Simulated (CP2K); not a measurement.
# Ag under changes of volume

One of the cells (18.154 Å³/atom); the others are scaled copies at fixed shape and fractional positions:

```
Ag
1.0
     2.86768    0.00000    0.00000
    -0.95589    2.70367    0.00000
    -0.95589   -1.35184    2.34145
Ag
1
Direct
  0.00000 0.00000 0.00000
```

This isn't the form of Ag at room conditions, which is fcc.

* Program: CP2K 2026.2
* Functional: LDA
* Potentials or basis: GTH_POTENTIALS Ag GTH-PADE-q11; TZVP-MOLOPT-PBE-GTH basis
* Density cutoff: 6123 eV
* k mesh: 11 × 11 × 11
* Occupations: fermi-dirac, width 0.01 eV
* Spin: no spin polarisation

```csv
volume (Å³/atom),energy over the lowest point (meV/atom),pressure (GPa)
17.065,0.00,-6.4
17.428,?,?
17.791,38.07,-10.2
18.154,63.02,-11.8
18.517,91.21,-13.1
18.880,122.19,-14.2
19.243,155.52,-15.2
```

Task: What does the run at 17.428 Å³/atom give?

Result: Energy over the lowest point 16.87 meV/atom; pressure -8.5 GPa.

Worked out: A Birch-Murnaghan fit of order 3 (a polynomial in V^(-2/3)) to the other rows has no minimum within the range. It gives 16.86 meV/atom at 17.428 Å³/atom, against the run's 16.87, and -dE/dV = -8.4 GPa, against -8.5.

Energies are extrapolated to zero smearing.

Caveats: the basis of atomic orbitals isn't converged, which shifts pressures, moduli and gaps.
